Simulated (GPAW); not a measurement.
# B (Pmmn) in GPAW: convergence with smearing function

Aim: find how far smearing function must go before the results for B settle, at PBE. This setting moves, with any that are tied to it; all else stays.

Program: GPAW 26.7.0. These are calculated values, not measurements. Logs are shortened: lines on timing, memory, paths and dates and some standing lists are left out, and cuts for length are marked. The log counts tension as positive stress, the text compression.

**1. The crystal as given**

It takes space group Pmmn (No. 59, orthorhombic). The conventional cell has a = 1.625 Å, b = 2.866 Å, c = 3.914 Å, α = 90.00°, β = 90.00°, γ = 90.00°. Around B (site symmetry mm2) lie 6 B at 1.62 to 1.86 Å.

The cell was built by a generator and needn't be a form met in nature.

**2. With smearing function fermi-dirac**

The input, run.py:

```python
from ase import Atoms
from ase.dft.bandgap import bandgap
from ase.io import write
from ase.units import GPa
from gpaw import GPAW, PW

atoms = Atoms(['B', 'B'],
              cell=[[1.62456, 0.0, 0.0],
                    [0.0, 2.86615, 0.0],
                    [0.0, 0.0, 3.9144]],
              scaled_positions=[[0.0, 0.5, 0.60926],
                                [0.5, 0.0, 0.39074]],
              pbc=True)

calc = GPAW(mode=PW(800),
            xc='PBE',
            kpts={'size': (12, 7, 5), 'gamma': True},
            occupations={'name': 'fermi-dirac', 'width': 0.1},
            nbands=10,
            convergence={'density': 1e-05, 'energy': 1e-05},
            maxiter=100,
            txt='gpaw.txt')
atoms.calc = calc
energy = atoms.get_potential_energy()
forces = atoms.get_forces()
stress = atoms.get_stress()
calc.write('gs.gpw')
write('result.traj', atoms)
print(f'Energy: {energy:.6f} eV')
print('Forces (eV/A):')
print(forces.round(4))
print('Stress (GPa):', (stress / GPa).round(3))
print('Fermi level:', round(calc.get_fermi_level(), 4), 'eV')
print(f'Gap: {bandgap(calc)[0]:.4f} eV, direct: {bandgap(calc, direct=True)[0]:.4f} eV')
```

Potentials or basis: GPAW PAW data sets (gpaw-data 1.2.1), pw.

The run is started by

```
> OMP_NUM_THREADS=1 python run.py
```

gpaw.txt:

```text
__  _  _
 | _ |_)|_||  |
 |__||  | ||/\| - 26.7.0

Input parameters:
  mode=PW(ecut=800.0),
  convergence={'density': 1e-05, 'energy': 1e-05},
  kpts=MonkhorstPack(size=(12, 7, 5), gamma=True),
  maxiter=100,
  nbands=10,
  occupations=Occupations(name='fermi-dirac', width=0.1),
  xc=XC(name='PBE')

Diagonalizing LCAO Hamiltonian
Converting LCAO to pw mode
   .---.
  /|   |
 * |   |
 |B|   |
 | |   |
 | B---.
 |/   /
 *---*

Atoms  # Å, Bohr magnetons
|   | symbol |        x |        y |        z |    initial magnetic moments |
|---|--------|----------|----------|----------|-----------------------------|
| 0 |      B | 0.000000 | 1.433075 | 2.384887 | ( 0.0000,  0.0000,  0.0000) |
| 1 |      B | 0.812280 | 0.000000 | 1.529513 | ( 0.0000,  0.0000,  0.0000) |

Unit cell  # Å
| periodic |        x |        y |        z |  lengths |    angles |
|----------|----------|----------|----------|----------|-----------|
|      yes | 1.624560 | 0.000000 | 0.000000 | 1.624560 | 90.000000 |
|      yes | 0.000000 | 2.866150 | 0.000000 | 2.866150 | 90.000000 |
|      yes | 0.000000 | 0.000000 | 3.914400 | 3.914400 | 90.000000 |

Number of symmetries: 4
Symmetry operations  # r_c * U_cc + t_c -> r_c
|   | kind |            matrix            |
|---|------|------------------------------|
| 0 |  E   |  1, 0, 0,  0, 1, 0,  0, 0, 1 |
| 1 |  σ   |  1, 0, 0,  0,-1, 0,  0, 0, 1 |
| 2 |  σ   | -1, 0, 0,  0, 1, 0,  0, 0, 1 |
| 3 |  C2  | -1, 0, 0,  0,-1, 0,  0, 0, 1 |

BZ-sampling:
  Number of BZ points: 420
  Number of IBZ points: 84

  Monkhorst-Pack size: [12, 7, 5]
  Monkhorst-Pack shift: [0.041666666666666664, 0.0, 0.0]

K-points  # in reciprocal-cell coordinates
|     |                                coordinates |     weight |
|-----|--------------------------------------------|------------|
|   0 | ( -0.00000000,   0.00000000,   0.00000000) | 0.00238095 |
|   1 | ( -0.00000000,   0.00000000,   0.20000000) | 0.00476190 |
|   2 | ( -0.00000000,   0.00000000,   0.40000000) | 0.00476190 |
|   3 | ( -0.00000000,   0.14285714,   0.00000000) | 0.00476190 |
|   4 | ( -0.00000000,   0.14285714,   0.20000000) | 0.00952381 |
|   5 | ( -0.00000000,   0.14285714,   0.40000000) | 0.00952381 |
[... 62 lines left out ...]
density mixing:
  MSR1-Mixer
  Pratt-step length: 0.05
  Maximum mixing coefficient: 0.75
  Old densities: 10
  SVD Regularization: 0.005
  Good broyden scale: 1.0
  Trust region scale: 1.0
  Backstep threshold: 4.0
  History deletion threshold: 6.0
  Fourier metric: weight=20.0, sigma=0.015

occupation numbers:
  Fermi-Dirac:
    width: 0.1000  # eV

poisson solver:
  ecut: 6400.0  # eV

xc functional:
  name: PBE with 2 nearest neighbor stencil

convergence criteria:
- Maximum integral of absolute [dens]ity change: 1e-05 electrons / valence electron
- Maximum [total energy] change in last 3 cyles: 1e-05 eV / valence electron
- Maximum integral of absolute [eigenst]ate change: 4e-08 eV^2 / valence electron
maximum number of iterations: 100

SCF iterations
|iter     | |      energy | eigst |  dens |
|---------|-|-------------|-------|-------|
|iter:   1| |  -12.987914 | +0.53 |       |
|iter:   2| |  -12.914600 | -1.28 | -0.74 |
|iter:   3| |  -12.466950 | -1.54 | -0.78 |
|iter:   4| |  -12.456519 | -2.69 | -1.43 |
|iter:   5| |  -12.456918 | -4.56 | -1.98 |
|iter:   6| |  -12.456927 | -6.01 | -2.94 |
|iter:   7| |  -12.456927c| -7.40c| -3.66 |
|iter:   8| |  -12.456927c| -8.16c| -4.02 |
|iter:   9| |  -12.456928c| -8.17c| -4.47 |
|iter:  10| |  -12.456928c| -9.37c| -5.45c|

Converged in 10 steps
Energy contributions relative to reference atoms: (reference = -1338.979134)

Energy contributions:
  Kinetic:          10.622337
  Coulomb:          -8.462154
  Zero:              0.014990
  External:          0.000000
  Xc:              -14.626598
  Entropy:          -0.011003
  Spinorbit:         0.000000
  ----------------------------
  Free energy:     -12.462429
  Extrapolated:    -12.456928

dipole moment: (-2.496705, -4.404842, -0.000000)  # |e|*Ang

Fermi level: 6.217
Eigenvalues  # (at kpt = [-0.000, 0.000, 0.000])
| band index |      eig [eV] | occ [0-2] |
|------------|---------------|-----------|
|          0 |        -9.806 |     2.000 |
|          1 |         0.429 |     2.000 |
|          2 |         1.000 |     2.000 |
|          3 |         3.902 |     2.000 |
|          4 |         9.267 |     0.000 |
|          5 |        14.579 |     0.000 |
|          6 |        17.715 |     0.000 |
|          7 |        22.564 |     0.000 |
|          8 |        24.652 |     0.000 |
|          9 |        28.409 |     0.000 |

No gap
No difference between direct/indirect transitions

Forces  # eV/Ang
|       x |       y |        z |
|---------|---------|----------|
| 0.00000 | 0.00000 | -0.05874 |  # B    0
| 0.00000 | 0.00000 |  0.05874 |  # B    1

Stress tensor  # eV/Ang^3
|         x |        y |        z |
|-----------|----------|----------|
| -0.013885 | 0.000000 | 0.000000 |
|  0.000000 | 0.016666 | 0.000000 |
|  0.000000 | 0.000000 | 0.007371 |

# Writing to gs.gpw (mode='')
```

stdout:

```text
Energy: -12.456928 eV
Forces (eV/A):
[[ 0.      0.     -0.0587]
 [ 0.      0.      0.0587]]
Stress (GPa): [-2.225  2.67   1.181  0.     0.     0.   ]
Fermi level: 6.2173 eV
Gap: 0.0000 eV, direct: 0.0000 eV
```

Run time: 14 s. Hardware: 1 thread of Arm Neoverse V1, shared host; peak memory 0.14 GiB.

Results:

```yaml
Free_energy: -12.4624 eV
Pressure: -0.5 GPa
Largest_force: 0.059 eV/Å
Band_gap_on_the_k_mesh: none (metal or under the smearing width)
```

**3. With smearing function gaussian**

run.py: that of step 2 with these lines changed.

```diff
@@ -17,3 +17,3 @@
             kpts={'size': (12, 7, 5), 'gamma': True},
-            occupations={'name': 'fermi-dirac', 'width': 0.1},
+            occupations={'name': 'methfessel-paxton', 'order': 0, 'width': 0.1},
             nbands=10,
```

Potentials or basis: GPAW PAW data sets (gpaw-data 1.2.1), pw.

The run is started by

```
> OMP_NUM_THREADS=1 python run.py
```

Wall time 14 s (1 thread of Arm Neoverse V1, shared host); peak memory 0.14 GiB.

It converged, with:

- Free energy: -12.4576 eV
- Pressure: -0.6 GPa
- Largest force: 0.085 eV/Å
- Band gap on the k mesh: none (metal or under the smearing width)

**4. With smearing function marzari-vanderbilt**

run.py: that of step 3 with these lines changed.

```diff
@@ -17,3 +17,3 @@
             kpts={'size': (12, 7, 5), 'gamma': True},
-            occupations={'name': 'methfessel-paxton', 'order': 0, 'width': 0.1},
+            occupations={'name': 'marzari-vanderbilt', 'width': 0.1},
             nbands=10,
```

The run is started by

```
> OMP_NUM_THREADS=1 python run.py
```

It took 14 s on 1 thread of Arm Neoverse V1, shared host; peak memory 0.14 GiB.

The run converged. Its results:

- Free energy: -12.4564 eV
- Pressure: -0.6 GPa
- Largest force: 0.099 eV/Å
- Band gap on the k mesh: none (metal or under the smearing width)

**5. With smearing function methfessel-paxton**

run.py: that of step 4 with these lines changed.

```diff
@@ -17,3 +17,3 @@
             kpts={'size': (12, 7, 5), 'gamma': True},
-            occupations={'name': 'marzari-vanderbilt', 'width': 0.1},
+            occupations={'name': 'methfessel-paxton', 'width': 0.1, 'order': 1},
             nbands=10,
```

The run is started by

```
> OMP_NUM_THREADS=1 python run.py
```

It took 15 s on 1 thread of Arm Neoverse V1, shared host; peak memory 0.14 GiB.

The run converged. Its results:

```
Free energy            : -12.4565 eV
Pressure               : -0.6 GPa
Largest force          : 0.095 eV/Å
Band gap on the k mesh : none (metal or under the smearing width)
```

**6. With smearing function tetrahedron-method**

run.py: that of step 5 with these lines changed.

```diff
@@ -17,3 +17,3 @@
             kpts={'size': (12, 7, 5), 'gamma': True},
-            occupations={'name': 'methfessel-paxton', 'width': 0.1, 'order': 1},
+            occupations={'name': 'tetrahedron-method'},
             nbands=10,
```

Potentials or basis: GPAW PAW data sets (gpaw-data 1.2.1), pw.

The run is started by

```
> OMP_NUM_THREADS=1 python run.py
```

Wall time 15 s (1 thread of Arm Neoverse V1, shared host); peak memory 0.14 GiB.

It converged, with:

- Free energy: -12.2913 eV
- Pressure: 1.0 GPa
- Largest force: 0.014 eV/Å
- Band gap on the k mesh: none (metal or under the smearing width)

**7. With smearing function improved-tetrahedron-method**

run.py: that of step 6 with these lines changed.

```diff
@@ -17,3 +17,3 @@
             kpts={'size': (12, 7, 5), 'gamma': True},
-            occupations={'name': 'tetrahedron-method'},
+            occupations={'name': 'improved-tetrahedron-method'},
             nbands=10,
```

The run is started by

```
> OMP_NUM_THREADS=1 python run.py
```

It took 15 s on 1 thread of Arm Neoverse V1, shared host; peak memory 0.14 GiB.

Results (log left out):

| Item | Value |
| --- | --- |
| Free energy | -12.4558 eV |
| Pressure | -0.2 GPa |
| Largest force | 0.012 eV/Å |
| Band gap on the k mesh | none (metal or under the smearing width) |

**8. With smearing function fixed**

run.py: that of step 7 with these lines changed.

```diff
@@ -17,3 +17,3 @@
             kpts={'size': (12, 7, 5), 'gamma': True},
-            occupations={'name': 'improved-tetrahedron-method'},
+            occupations={'width': 0.0},
             nbands=10,
```

The run is started by

```
> OMP_NUM_THREADS=1 python run.py
```

It took 15 s on 1 thread of Arm Neoverse V1, shared host; peak memory 0.14 GiB.

The run converged. Its results:

```yaml
Free_energy: -12.4561 eV
Pressure: -0.7 GPa
Largest_force: 0.102 eV/Å
Band_gap_on_the_k_mesh: none (metal or under the smearing width)
```

**9. The series at a glance**

| smearing function | energy less the tightest run, at zero smearing (meV/atom) | pressure (GPa) | largest force (eV/Å) | SCF cycles | CPU time (s) | peak memory (GiB) |
| --- | --- | --- | --- | --- | --- | --- |
| fermi-dirac | -0.43 | -0.54 | 0.059 | 10 | 14 | 0.14 |
| gaussian | -0.22 | -0.62 | 0.085 | 10 | 14 | 0.14 |
| marzari-vanderbilt | -0.16 | -0.63 | 0.099 | 10 | 14 | 0.14 |
| methfessel-paxton | -0.10 | -0.64 | 0.095 | 10 | 15 | 0.14 |
| tetrahedron-method | 82.37 | 0.99 | 0.014 | 10 | 15 | 0.14 |
| improved-tetrahedron-method | 0.16 | -0.23 | 0.012 | 10 | 15 | 0.14 |
| fixed | 0.00 | -0.68 | 0.102 | 10 | 15 | 0.14 |

Against the tightest run, the energy stays within 1 meV/atom from improved-tetrahedron-method on. Not settled before the last step: the pressure (to 0.1 GPa), the largest force (to 0.005 eV/Å). Narrower smearing needs a denser k mesh, so at a fixed mesh the narrowest width isn't the most accurate. The tightest run that finished is the yardstick and may itself not be fully converged.

Caveats: this functional lacks dispersion, which binds the layers, so the pressure and a relaxed spacing across them are unreliable.
